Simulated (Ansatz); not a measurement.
# BiTe: further runs on the relaxed cell

An exercise on one series of results from a longer session: the logs are not shown, and one member is left open.

Method: DFT PBE, scalar-relativistic, plane waves, PAW, in Ansatz 0.2.0.

1 further run of the same task is left out (set aside as unsound or not needed).

## The starting structure

The structure is cubic, space group Fm-3m (No. 225). The conventional cell has a = 6.502 Å, b = 6.502 Å, c = 6.502 Å, α = 90.00°, β = 90.00°, γ = 90.00°. Bi (site symmetry m-3m) is surrounded by 6 Te at 3.25 Å. Te (site symmetry m-3m) has 6 Bi at 3.25 Å as nearest neighbours.

As a file:

```cif
data_structure
_symmetry_space_group_name_H-M 'Fm-3m'
_symmetry_Int_Tables_number 225
_cell_length_a 6.5024
_cell_length_b 6.5024
_cell_length_c 6.5024
_cell_angle_alpha 90.000
_cell_angle_beta 90.000
_cell_angle_gamma 90.000
_cell_volume 274.93
loop_
_atom_site_label
_atom_site_type_symbol
_atom_site_symmetry_multiplicity
_atom_site_Wyckoff_symbol
_atom_site_fract_x
_atom_site_fract_y
_atom_site_fract_z
_atom_site_occupancy
Bi1 Bi 4 a 0.00000 0.00000 0.00000 1
Te1 Te 4 b 0.50000 0.00000 0.00000 1
```

It is the result of an earlier relaxation at this level (volume 34.37 Å³/atom; gap on the mesh: none (metal)).

Set-up of the first run:

Input file input.yaml:

```yaml
crystal:
  lattice:
    - [0.0, 3.2511941619, 3.2511941619]
    - [3.2511941619, 0.0, 3.2511941619]
    - [3.2511941619, 3.2511941619, 0.0]
  atoms:
    - { symbol: Bi, position: [0.0, 0.0, 0.0] }
    - { symbol: Te, position: [0.5, 0.5, 0.5] }
basis:
  ecutwfc: 420
kpoints:
  mp_grid: { grid: [12, 12, 12] }
  band_path:
    path:
      - [[0.0, 0.0, 0.0], [0.5, 0.0, 0.5], [0.625, 0.25, 0.625]]
      - [[0.375, 0.375, 0.75], [0.0, 0.0, 0.0], [0.5, 0.5, 0.5], [0.5, 0.25, 0.75], [0.5, 0.0, 0.5]]
    npoints: 14
hamiltonian:
  xc: pbe
scf:
  occupations: { method: gaussian, width: 0.1 }
  n_extra_bands: 6
output:
  forces: true
  stress: true
  eigenvalues: true
  populations: true
  dos: { projected: true, de: 0.02, nscf_kmesh: { grid: [18, 18, 18] } }
  bader: true
```

Run with:

```sh
ansatz run input.yaml --threads 1 --pin off --max-ram 2560MiB --backend cpu --events-out ev --progress --plain --runs-dir out
```

Steps of the session up to this table: Static run: bands, density of states and charges; The cell scaled to 0.97 of its volume; The cell scaled to 1.03 of its volume; The cell scaled to 0.94 of its volume; Volume × 1.06.

One of the session's tables, all rows but one given; the rest of the session is left out.

It belongs to the step «Equation of state». 

| volume (Å³/atom) | energy above the lowest point (meV/atom) | pressure (GPa) |
| --- | --- | --- |
| 32.304 | 19.9 | 3.33 |
| 33.335 | ? | ? |
| 34.366 | 0.0 | -0.01 |
| 35.397 | 4.5 | -1.30 |
| 36.428 | 16.5 | -2.38 |

Estimate the missing values for volume (Å³/atom) = 33.335.

Worked estimate for «energy above the lowest point (meV/atom)». A straight line through the neighbours (32.304, 19.9) and (34.366, 0.0) gives 19.9 + (0.0 − 19.9) × (33.335 − 32.304) / (34.366 − 32.304) = 9.9; a parabola fitted to 3 rows on both sides gives 5.1.

**Answer.** energy above the lowest point (meV/atom): 4.6; pressure (GPa): 1.52. In «energy above the lowest point (meV/atom)» the line misses by +5.3 and the parabola by +0.5.
